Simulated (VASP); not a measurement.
**ZnSe (Stilleite): relaxation of cell and atoms with LDA**

The system is ZnSe (Stilleite).

```xyz
2
Lattice="0.0000 2.8338 2.8338 2.8338 0.0000 2.8338 2.8338 2.8338 0.0000" Properties=species:S:1:pos:R:3 pbc="T T T"
Zn    0.0000    0.0000    0.0000
Se    1.4169    1.4169    1.4169
```

```
Program                : VASP 6.6.1
Task                   : relaxation of cell and atoms
Functional             : LDA
Potentials or basis    : VASP PAW LDA potentials, release 64 (Zn, Se)
Cutoff                 : 600 eV
k mesh                 : 8 × 8 × 8
Occupations            : gaussian, width 0.03 eV
Spin                   : no spin polarisation
Further INCAR settings : ALGO = Normal; EDIFF = 1e-06; IBRION = 2; EDIFFG = -0.01; NSW = 90; ISIF = 3
```

```yaml
Relaxed_volume: 21.68 Å³/atom
Relaxed_cell: a = 3.943 Å, b = 3.943 Å, c = 3.943 Å, α = 60.00°, β = 60.00°, γ = 60.00°
Space_group_after_relaxing_to_0.05_Å: F-43m (No. 216)
Energy_gained_by_relaxing: 11.0 meV/atom
Ionic_steps: 5
Pressure_after_relaxing: 0.0 GPa
Band_gap_on_the_k_mesh: 1.27 eV, direct
```

Step by step:
```
step  energy change (eV)  largest force (eV/Å)  pressure (GPa)  volume (Å³)
   1              0.0000                0.0000           -3.13        45.51
   2             -0.0194                0.0000            1.19        42.65
   3             -0.0220                0.0000           -0.16        43.35
   4             -0.0220                0.0000            0.12        43.26
   5             -0.0220                0.0000            0.02        43.35
```

Final structure:
```
CELL_PARAMETERS angstrom
0.00000 2.78827 2.78827
2.78827 0.00000 2.78827
2.78827 2.78827 0.00000
ATOMIC_POSITIONS crystal
Zn 0.00000 0.00000 0.00000
Se 0.25000 0.25000 0.25000
```

Levels at points of the mesh, in eV from the valence-band top:
```
           k point  band 6  band 7  band 8  band 9  band 10  band 11  band 12  band 13
(0.00, 0.00, 0.00)   -6.46    0.00    0.00    0.00     1.27     5.69     5.69     5.69
(0.50, 0.00, 0.00)   -6.28   -5.61   -0.95   -0.95     2.46     6.28     6.28     8.48
(0.50, 0.50, 0.00)   -6.26   -5.04   -2.38   -2.38     2.70     3.32    10.89    11.43
```

Wall time 32 s on 1 thread of AMD EPYC 9R45 (Zen 5), on a shared host, peak memory 0.14 GiB.

LDA usually gives volumes a few per cent too small. Zero-point motion and thermal expansion aren't in these numbers.
